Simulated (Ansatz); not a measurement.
**Re: frozen-core PAW against all-electron methods**

```
Re
1.0
     0.02962    1.98981    1.98981
     1.98981    0.02962    1.98981
     1.98981    1.98981    0.02962
Re
1
Direct
  0.00000 0.00000 0.00000
```

Conventional cell: a = 2.772 Å, b = 2.772 Å, c = 6.944 Å, α = 90.00°, β = 90.00°, γ = 120.00°. Around Re (atom 1) lie 12 Re at 2.77 to 2.81 Å.

The cell comes from COD entry 1534939, which wasn't checked; take it as a given geometry. The listed cell was then made from it by scaling, straining or moving an atom.

No spin–orbit coupling, which matters for the heavy atoms here.

Methods: DFT, PBE, PAW with Ansatz's default frozen-core files, scalar-relativistic (Ansatz 0.2.0); DFT, PBE, all-electron PAW with datasets made for the crystal, scalar-relativistic (Ansatz 0.2.0); DFT, PBE, all-electron LAPW, scalar-relativistic (Ansatz 0.2.0).

For PAW: a Γ-centred 14×14×14 k mesh, Fermi–Dirac smearing of 0.05 eV, cutoff 420 eV, no spin polarisation. The crystal-made all-electron datasets (AE datasets) take a cutoff of 260 eV at this cell. LAPW targets a basis error of 0.25 meV/atom. The Ansatz runs share mesh, smearing and spin set-up. Plane-wave (PAW) pressures include the program's estimate of the Pulay term.

Stress and pressure are positive in compression.

The change that made this cell: equal xy, yz and zx engineering shear strains of +1.5 %.

Spin–orbit coupling is left out, which moves gradients at and beside heavy atoms by some per cent and at worst by a factor of two.

In a metal, gradients converge slowly with the k mesh: the values move by tens of per cent from one mesh to another, at times in sign, so only the comparison on one mesh counts.

```json
{"quantity": "pressure (GPa)", "PAW": "-8.85", "AE datasets": "-8.73", "LAPW": "-8.73"}
{"quantity": "stress yz (GPa)", "PAW": "-2.63", "AE datasets": "-2.63", "LAPW": "-2.63"}
{"quantity": "stress xz (GPa)", "PAW": "-2.63", "AE datasets": "-2.63", "LAPW": "-2.63"}
{"quantity": "stress xy (GPa)", "PAW": "-2.63", "AE datasets": "-2.63", "LAPW": "-2.63"}
{"quantity": "largest principal field gradient Vzz at Re (10²¹ V/m²)", "PAW": "4.33", "AE datasets": "4.29", "LAPW": "–"}
```

PAW's pressure differs from the LAPW value by -0.12 GPa.
